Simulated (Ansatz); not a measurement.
```cif
data_structure
_symmetry_space_group_name_H-M 'P 1'
_symmetry_Int_Tables_number 1
_cell_length_a 4.3777
_cell_length_b 4.3777
_cell_length_c 4.3777
_cell_angle_alpha 60.000
_cell_angle_beta 60.000
_cell_angle_gamma 60.000
_cell_volume 59.32
loop_
_atom_site_label
_atom_site_type_symbol
_atom_site_fract_x
_atom_site_fract_y
_atom_site_fract_z
_atom_site_occupancy
Ba1 Ba 0.00000 0.00000 0.00000 1
S1 S 0.50000 0.50000 0.50000 1
```

PBE in Ansatz, hard PAW set made for 700 eV, wave cutoff 700 eV, 4×4×4 mesh, fixed fractional positions. No spin-orbit coupling. The pressure is 6.1 GPa and the gap on the mesh 2.04 eV.

(1) The cell is scaled evenly to 1.128 times its volume. What pressure and gap follow, and what mean bulk modulus do the two pressures imply?

## Answers

(1) -0.3 GPa, gap 2.24 eV; B = −ΔP/Δln V ≈ 53 GPa over this range.

The cell is a model at fixed atoms and needn't be the relaxed known crystal. The mesh is coarse, so these values aren't converged.
